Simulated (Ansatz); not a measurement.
Na2S: pressure against volume, fitted

```xyz
3
Lattice="0.0000 3.2630 3.2630 3.2630 0.0000 3.2630 3.2630 3.2630 0.0000" Properties=species:S:1:pos:R:3 pbc="T T T"
Na    1.6315    1.6315    1.6315
Na    4.8945    4.8945    4.8945
S     0.0000    0.0000    0.0000
```

Atoms are numbered in the order listed.

The cell is COD entry 1011374, as deposited and not checked against the literature; nothing was relaxed.

The calculation used Ansatz 0.2.0, DFT, PBEsol, all-electron LAPW, scalar-relativistic.

Settings: a Γ-centred 8×8×8 k mesh, Fermi–Dirac smearing of 0.02 eV, basis error target 1 meV/atom, no spin polarisation.

The cell is scaled evenly. Fractional coordinates are held (clamped ions).

| V (Å³/atom) | P (GPa) |
| --- | --- |
| 21.771 | 1.67 |
| 22.698 | 0.27 |
| 22.930 | -0.03 |
| 23.161 | -0.32 |
| 23.393 | -0.59 |
| 23.624 | -0.85 |
| 24.088 | -1.33 |
| 24.551 | -1.76 |

(1) Fit a third-order Birch–Murnaghan curve to the pressures.

(2) Predict the pressure at the withheld volume, 22.235 Å³/atom.

Results:

(1) P = (3B0/2)(y^(7/2) − y^(5/2))[1 + (3/4)(B0′ − 4)(y − 1)] with y = (V0/V)^(2/3) fits within 0.01 GPa for V0 = 22.905 Å³/atom, B0 = 29.5 GPa and B0′ = 4.32.

(2) There y = 1.0200, so the fit gives 0.93 GPa; the run gave 0.93 GPa.
